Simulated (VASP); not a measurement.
# TaN (P-6m2) in VASP: further runs

Runs on TaN. Level: PBEsol. Tasks: relaxation of cell and atoms, single point.

Everything below comes from runs of VASP 6.6.1. Logs are shortened: lines on timing, memory, paths and dates and some standing lists are left out, and cuts for length are marked.

**1. The crystal as given**

It takes space group P-6m2 (No. 187, hexagonal). Conventional cell: a = 2.938 Å, b = 2.938 Å, c = 2.883 Å, α = 90.00°, β = 90.00°, γ = 120.00°. Ta (site symmetry -6m2) has 6 N at 2.23 Å as nearest neighbours. Around N (site symmetry -6m2) lie 6 Ta at 2.23 Å.

**2. Relaxation of cell and atoms, PBEsol (cell and atoms relaxed tightly for response)**

The input, INCAR:

```
PREC = Accurate
ENCUT = 600
EDIFF = 1E-6
ISMEAR = -1
SIGMA = 0.15
LREAL = False
LASPH = True
NELM = 100
ALGO = Normal
ISIF = 3
LWAVE = False
LCHARG = False
GGA = PS
IBRION = 2
NSW = 80
EDIFFG = -0.001
```

The input, KPOINTS:

```
Automatic mesh
0
Gamma
  18 18 14
```

The input, POSCAR:

```
TaN
1.0
    2.9239890458      0.0000000000      0.0000000000
   -1.4619945229      2.5322487940      0.0000000000
    0.0000000000      0.0000000000      2.8707276396
Ta N
1 1
Direct
    0.3333333333      0.6666666667      0.5000000000
    0.0000000000      0.0000000000      0.0000000000
```

Potentials or basis: VASP PAW PBE potentials, release 64 (Ta_pv, N).

Started as:

```sh
$ cat potpaw_PBE.64/Ta_pv/POTCAR potpaw_PBE.64/N/POTCAR > POTCAR
$ mpirun -np 1 vasp_std > vasp.out
```

OUTCAR:

```text
PREC = Accurate
   ENCUT = 600
   EDIFF = 1E-6
   ISMEAR = -1
   LREAL = False
   LASPH = True
   NELM = 100
   ISIF = 3
   GGA = PS
   IBRION = 2
   NSW = 80
   EDIFFG = -0.001

 ion  position               nearest neighbor table
   1  0.333  0.667  0.500-   2 2.22   2 2.22   2 2.22   2 2.22   2 2.22   2 2.22
   2  0.000  0.000  0.000-   1 2.22   1 2.22   1 2.22   1 2.22   1 2.22   1 2.22

  LATTYP: Found a hexagonal cell.
 ALAT       =     2.9239890458
 C/A-ratio  =     0.9817846766

  Lattice vectors:

 A1 = (   2.9239890458,   0.0000000000,   0.0000000000)
 A2 = (  -1.4619945229,   2.5322487940,   0.0000000000)
 A3 = (   0.0000000000,   0.0000000000,   2.8707276396)

Analysis of symmetry for initial positions (statically):
=====================================================================
 Subroutine PRICEL returns:
 Original cell was already a primitive cell.

 Routine SETGRP: Setting up the symmetry group for a
 hexagonal supercell.

 Subroutine GETGRP returns: Found 12 space group operations
 (whereof 12 operations were pure point group operations)
 out of a pool of 24 trial point group operations.

The static configuration has the point symmetry D_3h.

Analysis of symmetry for dynamics (positions and initial velocities):
=====================================================================
 Subroutine PRICEL returns:
 Original cell was already a primitive cell.

 Routine SETGRP: Setting up the symmetry group for a
 hexagonal supercell.

 Subroutine GETGRP returns: Found 12 space group operations
 (whereof 12 operations were pure point group operations)
 out of a pool of 24 trial point group operations.

The dynamic configuration has the point symmetry D_3h.

 Subroutine INISYM returns: Found 12 space group operations
 (whereof 12 operations are pure point group operations),
 and found     1 'primitive' translations

----------------------------------------------------------------------------------------

                                     Primitive cell

  volume of cell :      21.2556

  direct lattice vectors                    reciprocal lattice vectors
     2.923989046  0.000000000  0.000000000     0.341998545  0.197452952  0.000000000
    -1.461994523  2.532248794  0.000000000     0.000000000  0.394905904  0.000000000
     0.000000000  0.000000000  2.870727640     0.000000000  0.000000000  0.348343739

  length of vectors
     2.923989046  2.923989046  2.870727640     0.394905904  0.394905904  0.348343739

  position of ions in fractional coordinates (direct lattice)
     0.333333333  0.666666667  0.500000000
     0.000000000  0.000000000  0.000000000

  ion indices of the primitive-cell ions
   primitive index   ion index
                 1           1
                 2           2

----------------------------------------------------------------------------------------

 KPOINTS: Automatic mesh

Automatic generation of k-mesh.
 Grid dimensions read from file:
 generate k-points for:   18   18   14

 Generating k-lattice:

  Cartesian coordinates                     Fractional coordinates (reciprocal lattice)
     0.018999919  0.010969608  0.000000000     0.055555556 -0.000000000  0.000000000
     0.000000000  0.021939217  0.000000000     0.000000000  0.055555556  0.000000000
     0.000000000  0.000000000  0.024881696     0.000000000  0.000000000  0.071428571

  Length of vectors
     0.021939217  0.021939217  0.024881696

  Shift w.r.t. Gamma in fractional coordinates (k-lattice)
     0.000000000  0.000000000  0.000000000

 Subroutine IBZKPT returns following result:
 ===========================================

 Found    296 irreducible k-points:

 Following reciprocal coordinates:
            Coordinates               Weight
  0.000000  0.000000  0.000000      1.000000
  0.055556 -0.000000  0.000000      6.000000
  0.111111 -0.000000  0.000000      6.000000
  0.166667 -0.000000  0.000000      6.000000
  0.222222  0.000000  0.000000      6.000000
  0.277778 -0.000000  0.000000      6.000000
[... 16 lines left out ...]
  0.333333  0.111111  0.000000     12.000000
  0.388889  0.111111  0.000000     12.000000
 [... further k-points ...]
   k-points           NKPTS =    296   k-points in BZ     NKDIM =    296   number of bands    NBANDS=     12
   number of dos      NEDOS =    301   number of ions     NIONS =      2
   total plane-waves  NPLWV =  13824
   dimension x,y,z NGX =    24 NGY =   24 NGZ =   24
   dimension x,y,z NGXF=    48 NGYF=   48 NGZF=   48
   ions per type =               1   1
   NGX,Y,Z   is equivalent  to a cutoff of  13.65, 13.65, 13.90 a.u.
   NGXF,Y,Z  is equivalent  to a cutoff of  27.29, 27.29, 27.80 a.u.
 SYSTEM =  unknown system
   PREC   = accura    normal or accurate (medium, high low for compatibility)
   ISTART =      0    job   : 0-new  1-cont  2-samecut
   ICHARG =      2    charge: 1-file 2-atom 10-const
   ISPIN  =      1    spin polarized calculation?
   LNONCOLLINEAR =      F non collinear calculations
   LSORBIT =      F    spin-orbit coupling
   LASPH  =      T    aspherical Exc in radial PAW
   ENCUT  =  600.0 eV  44.10 Ry    6.64 a.u.   5.84  5.84  5.73*2*pi/ulx,y,z
   NELM   =    100;   NELMIN=  2; NELMDL= -5     # of ELM steps
   EDIFF  = 0.1E-05   stopping-criterion for ELM
   LREAL  =      F    real-space projection
   EDIFFG = -.1E-02   stopping-criterion for IOM
   NSW    =     80    number of steps for IOM
   IBRION =      2    ionic relax: 0-MD 1-quasi-New 2-CG
   NFREE  =      1    steps in history (QN), initial steepest desc. (CG)
   ISIF   =      3    stress and relaxation
   ISYM   =      2    0-nonsym 1-usesym 2-fastsym
   POTIM  = 0.5000    time-step for ionic-motion
   TEBEG  =    0.0;   TEEND  =   0.0 temperature during run
   PSTRESS=    0.0 pullay stress
   NELECT =      16.0000    total number of electrons
   NUPDOWN=      -1.0000    fix difference up-down
   EMIN   =  10.00;   EMAX   =-10.00  energy-range for DOS
   EFERMI =   0.00;   METHOD = LEGACY
   ISMEAR =    -1;   SIGMA  =   0.15  broadening in eV -4-tet -1-fermi 0-gaus
   EFERMI_NEDOS =   21; number of points for ismear=-14 and -15
   IALGO  =     38    algorithm
   IMIX   =      4    mixing-type and parameters
     AMIX     =   0.40;   BMIX     =  1.00
     AMIX_MAG =   1.60;   BMIX_MAG =  1.00
  volume/ion in A,a.u.               =      10.63        71.72
  Fermi-wavevector in a.u.,A,eV,Ry     =   1.489213  2.814204 30.174390  2.217755
  Thomas-Fermi vector in A             =   2.602150
   LORBIT       =      0    0 simple, 1 ext, 2 COOP (PROOUT), +10 PAW based schemes
   GGA     = PS    functional components
   LHFCALC =     F    Hartree Fock is set to
   AEXX    =    0.0000 exact exchange contribution
   IVDW    =     0    specifies the selected vdW correction
   LEPSILON=     F    determine dielectric tensor
   LRPA    =     F    only Hartree local field effects (RPA)
 conjugate gradient relaxation of ions
 non-spin polarized calculation
  energy-cutoff  :      600.00
  volume of cell :       21.26
 maximum number of plane-waves:       724
 NGX is ok and might be reduce to    24
   NGX = 11   NGY = 11   NGZ = 11

--------------------------------------- Ionic step        1  -------------------------------------------

 number of electron      16.0000000 magnetization

 Free energy of the ion-electron system (eV)
  ---------------------------------------------------
  ext. energy  EPLUGINS =         0.00000000
  ---------------------------------------------------
  free energy    TOTEN  =       -23.81126814 eV

  energy without entropy =      -23.80149928  energy(sigma->0) =      -23.80638371

------------------------ aborting loop because EDIFF is reached ----------------------------------------

  FORCE on cell =-STRESS in cart. coord.  units (eV):
  Direction    XX          YY          ZZ          XY          YZ          ZX
  --------------------------------------------------------------------------------------
  -------------------------------------------------------------------------------------
  Total        0.0958994      0.0958994      0.0971093      0.0000000     -0.0000000      0.0000000
  in kB        7.2285710      7.2285710      7.3197642      0.0000000     -0.0000000      0.0000000
  external PRESSURE =       7.2589687 kB  Pullay stress =       0.0000000 kB
[... 89 lines left out ...]
  FREE ENERGIE OF THE ION-ELECTRON SYSTEM (eV)
  ---------------------------------------------------
  free  energy   TOTEN  =       -23.8113636575 eV

  energy  without entropy=      -23.8015961413  energy(sigma->0) =      -23.80647990

[... ionic steps 4 to 40 ...]

--------------------------------------- Ionic step       41  -------------------------------------------

 number of electron      16.0000000 magnetization

------------------------ aborting loop because EDIFF is reached ----------------------------------------
[... 67 lines left out ...]
--------------------------------------- Ionic step       43  -------------------------------------------

 number of electron      16.0000000 magnetization

 Free energy of the ion-electron system (eV)
  ---------------------------------------------------
  ext. energy  EPLUGINS =         0.00000000
  ---------------------------------------------------
  free energy    TOTEN  =       -23.81136409 eV

  energy without entropy =      -23.80159052  energy(sigma->0) =      -23.80647731

 E-fermi :   8.2436     XC(G=0): -13.5698

 val. band max:        8.2210072571   @ k =   0.0556  -0.0000   0.5000
 cond. band min:       8.2496286418   @ k =   0.0556  -0.0000   0.4286
 fundamental gap:      0.0286213847
 Fermi energy:         8.2436245819

 k-point     1 :       0.0000    0.0000    0.0000
  band No.  band energies     occupation
      1     -26.5270      2.00000
      2     -26.2522      2.00000
      3     -26.2522      2.00000
      4      -9.6108      2.00000
      5       3.6042      2.00000
      6       3.6042      2.00000
      7       3.9345      2.00000
      8       5.2910      2.00000
      9      10.5237      0.00000
     10      11.8684      0.00000
     11      11.8684      0.00000
     12      12.2650      0.00000
[... 331 lines left out ...]
 k-point    24 :       0.3889    0.1111    0.0000
  band No.  band energies     occupation
      1     -27.2721      2.00000
      2     -26.5720      2.00000
      3     -26.3751      2.00000
      4      -7.2216      2.00000
      5       0.0431      2.00000
      6       3.0199      2.00000
      7       3.9131      2.00000
      8       5.9037      2.00000
      9      10.5339      0.00000
     10      11.3348      0.00000
     11      12.8670      0.00000
     12      14.3516      0.00000

 [... further k-points ...]

------------------------ aborting loop because EDIFF is reached ----------------------------------------

  FORCE on cell =-STRESS in cart. coord.  units (eV):
  Direction    XX          YY          ZZ          XY          YZ          ZX
  --------------------------------------------------------------------------------------
  -------------------------------------------------------------------------------------
  Total        0.0011267      0.0011267      0.0015710      0.0000000      0.0000000      0.0000000
  in kB        0.0847592      0.0847592      0.1181819      0.0000000      0.0000000      0.0000000
  external PRESSURE =       0.0959001 kB  Pullay stress =       0.0000000 kB
[... 17 lines left out ...]
  FREE ENERGIE OF THE ION-ELECTRON SYSTEM (eV)
  ---------------------------------------------------
  free  energy   TOTEN  =       -23.8113640925 eV

  energy  without entropy=      -23.8015905234  energy(sigma->0) =      -23.80647731

 reached required accuracy - stopping structural energy minimisation
```

Wall time 7.8 min (1 thread of Intel Xeon Platinum 8488C (Sapphire Rapids), shared host); peak memory 0.24 GiB.

What came out:

- Free energy: -23.8114 eV
- Relaxed volume: 10.65 Å³/atom
- Relaxed cell: a = 2.926 Å, b = 2.926 Å, c = 2.872 Å, α = 90.00°, β = 90.00°, γ = 120.00°
- Space group after relaxing (to 0.05 Å): P-6m2 (No. 187)
- Energy gained by relaxing: 0.0 meV/atom
- Ionic steps: 43
- Pressure after relaxing: 0.0 GPa
- Band gap on the k mesh: none (metal or under the smearing width)

Final structure:
```cif
data_structure
_symmetry_space_group_name_H-M 'P 1'
_symmetry_Int_Tables_number 1
_cell_length_a 2.9260
_cell_length_b 2.9260
_cell_length_c 2.8724
_cell_angle_alpha 90.000
_cell_angle_beta 90.000
_cell_angle_gamma 120.000
_cell_volume 21.30
loop_
_atom_site_label
_atom_site_type_symbol
_atom_site_fract_x
_atom_site_fract_y
_atom_site_fract_z
_atom_site_occupancy
Ta1 Ta 0.33333 0.66667 0.50000 1
N1 N 0.00000 0.00000 0.00000 1
```

Caveat: the PAW data sets were made with another functional, which shifts forces and pressure a little. The run has no spin-orbit coupling, so splittings on Ta are missing.

**3. Single point, PBEsol**

The input, INCAR:

```
ALGO     = Fast           # electronic algorithm
EDIFF    = 1E-6           # SCF threshold, eV
ENCUT    = 520            # plane-wave cutoff, eV
GGA      = PS             # functional
ISIF     = 2              # what is computed and relaxed
ISMEAR   = 0              # smearing method
LASPH    = True           # aspherical terms in the spheres
LCHARG   = False          # write CHGCAR
LREAL    = False          # projectors in reciprocal space
LWAVE    = False          # write WAVECAR
NBANDS   = 15             # bands
NELM     = 100            # most SCF steps
PREC     = Accurate       # precision mode
SIGMA    = 0.1            # smearing width, eV
```

The input, KPOINTS:

```
k-points
0
Gamma
  9 9 6
```

The input, POSCAR:

```
TaN
1.0
    2.9380000000      0.0000000000      0.0000000000
   -1.4690000000      2.5443826363      0.0000000000
    0.0000000000      0.0000000000      2.8830000000
Ta N
1 1
Direct
    0.3333333333      0.6666666667      0.5000000000
    0.0000000000      0.0000000000      0.0000000000
```

Potentials or basis: VASP PAW PBE potentials, release 64 (Ta_pv, N).

Started as:

```sh
$ cat potpaw_PBE.64/Ta_pv/POTCAR potpaw_PBE.64/N/POTCAR > POTCAR
$ mpirun -np 1 vasp_std > vasp.out
```

OUTCAR:

```text
EDIFF = 1E-6
   ENCUT = 520
   GGA = PS
   ISIF = 2
   ISMEAR = 0
   LASPH = True
   LREAL = False
   NELM = 100
   PREC = Accurate

 ion  position               nearest neighbor table
   1  0.333  0.667  0.500-   2 2.23   2 2.23   2 2.23   2 2.23   2 2.23   2 2.23
   2  0.000  0.000  0.000-   1 2.23   1 2.23   1 2.23   1 2.23   1 2.23   1 2.23

  LATTYP: Found a hexagonal cell.
 ALAT       =     2.9380000000
 C/A-ratio  =     0.9812797822

  Lattice vectors:

 A1 = (   2.9380000000,   0.0000000000,   0.0000000000)
 A2 = (  -1.4690000000,   2.5443826363,   0.0000000000)
 A3 = (   0.0000000000,   0.0000000000,   2.8830000000)

Analysis of symmetry for initial positions (statically):
=====================================================================
 Subroutine PRICEL returns:
 Original cell was already a primitive cell.

 Routine SETGRP: Setting up the symmetry group for a
 hexagonal supercell.

 Subroutine GETGRP returns: Found 12 space group operations
 (whereof 12 operations were pure point group operations)
 out of a pool of 24 trial point group operations.

[... 178 lines left out ...]
      5       3.5302      2.00000
      6       3.5302      2.00000
      7       3.8652      2.00000
      8       5.1838      2.00000
      9      10.3064      0.00000
     10      11.6911      0.00000
     11      11.6911      0.00000
     12      12.0702      0.00000
     13      12.0702      0.00000
     14      21.1457      0.00000
[... 401 lines left out ...]
      2     -27.0644      2.00000
      3     -26.7352      2.00000
      4      -7.0829      2.00000
      5       1.3618      2.00000
      6       1.5977      2.00000
      7       2.4284      2.00000
      8       7.5642      2.00000
      9      10.2499      0.00000
     10      11.2024      0.00000
     11      11.5891      0.00000
     12      14.9550      0.00000
     13      19.3199      0.00000
     14      21.6543      0.00000
     15      23.2789      0.00000

 [... further k-points ...]

------------------------ aborting loop because EDIFF is reached ----------------------------------------

  FORCE on cell =-STRESS in cart. coord.  units (eV):
  Direction    XX          YY          ZZ          XY          YZ          ZX
  --------------------------------------------------------------------------------------
  -------------------------------------------------------------------------------------
  Total       -0.5180920     -0.5180920     -0.6094008      0.0000000      0.0000000     -0.0000000
  in kB      -38.5157690    -38.5157690    -45.3038085      0.0000000      0.0000000     -0.0000000
  external PRESSURE =     -40.7784489 kB  Pullay stress =       0.0000000 kB

 VOLUME and BASIS-vectors are now :
 -----------------------------------------------------------------------------
  energy-cutoff  :      520.00
  volume of cell :       21.55
      direct lattice vectors                 reciprocal lattice vectors
     2.938000000  0.000000000  0.000000000     0.340367597  0.196511324  0.000000000
    -1.469000000  2.544382636  0.000000000     0.000000000  0.393022648  0.000000000
     0.000000000  0.000000000  2.883000000     0.000000000  0.000000000  0.346860909

 POSITION                                       TOTAL-FORCE (eV/Angst)
 -----------------------------------------------------------------------------------
     -0.00000      1.69626      1.44150         0.000000      0.000000      0.000000
      0.00000      0.00000      0.00000        -0.000000     -0.000000      0.000000
 -----------------------------------------------------------------------------------
    total drift:                                0.000000     -0.000000     -0.000000

  FREE ENERGIE OF THE ION-ELECTRON SYSTEM (eV)
  ---------------------------------------------------
  free  energy   TOTEN  =       -23.8041579414 eV

  energy  without entropy=      -23.8034422580  energy(sigma->0) =      -23.80380010
```

Wall time 14 s (1 thread of Intel Xeon Platinum 8488C (Sapphire Rapids), shared host); peak memory 0.14 GiB.

Results:

| Property | Result |
| --- | --- |
| Free energy | -23.8042 eV |
| Pressure | -4.1 GPa |
| Band gap on the k mesh | none (metal or under the smearing width) |

Levels at points of the mesh, in eV from the Fermi level:
| k point | band 6 | band 7 | band 8 | band 9 | band 10 | band 11 |
| --- | --- | --- | --- | --- | --- | --- |
| (0.00, 0.00, 0.00) | -4.75 | -4.41 | -3.09 | 2.03 | 3.42 | 3.42 |
| (0.00, 0.00, 0.50) | -3.93 | -3.93 | -0.29 | -0.29 | 2.26 | 3.12 |

Caveat: the k mesh is coarse (spacing up to 0.36 Å⁻¹), so the values aren't converged; the PAW data sets were made with another functional, which shifts forces and pressure a little.
